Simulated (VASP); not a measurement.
Ga, 2 atoms in the cell. Symmetry: C2/c, No. 15, monoclinic system. Conventional cell: a = 2.766 Å, b = 8.053 Å, c = 3.332 Å, α = 90.00°, β = 92.02°, γ = 90.00°. Ga (site symmetry 2) has 8 Ga at 2.69 to 2.92 Å as nearest neighbours. This isn't the form of Ga at room conditions, which is orthorhombic.

| Quantity | Value |
| --- | --- |
| Program | VASP 6.6.1 |
| Task | single point |
| Functional | PBE |
| Potentials or basis | VASP PAW PBE potentials, release 64 (Ga_d) |
| Cutoff | 520 eV |
| k mesh | 8 × 8 × 6 |
| Occupations | gaussian, width 0.1 eV |
| Spin | no spin polarisation |
| Dipole correction | no |
| Further INCAR settings | ALGO = Normal; EDIFF = 1e-07; NBANDS = 20 |

Potentials or basis: VASP PAW PBE potentials, release 64 (Ga_d).

Command:

```bash
$ cat potpaw_PBE.64/Ga_d/POTCAR > POTCAR
$ mpirun -np 1 vasp_std > vasp.out
```

Hardware: 1 thread of Intel(R) Xeon(R) 6975P-C (Granite Rapids) (shared host).

Question: How long does it take, and how much memory?

Answer: It took 30 s on 1 thread of Intel(R) Xeon(R) 6975P-C (Granite Rapids), on a shared host, peak memory 0.21 GiB. Counts: scf iterations 12, k points 114.
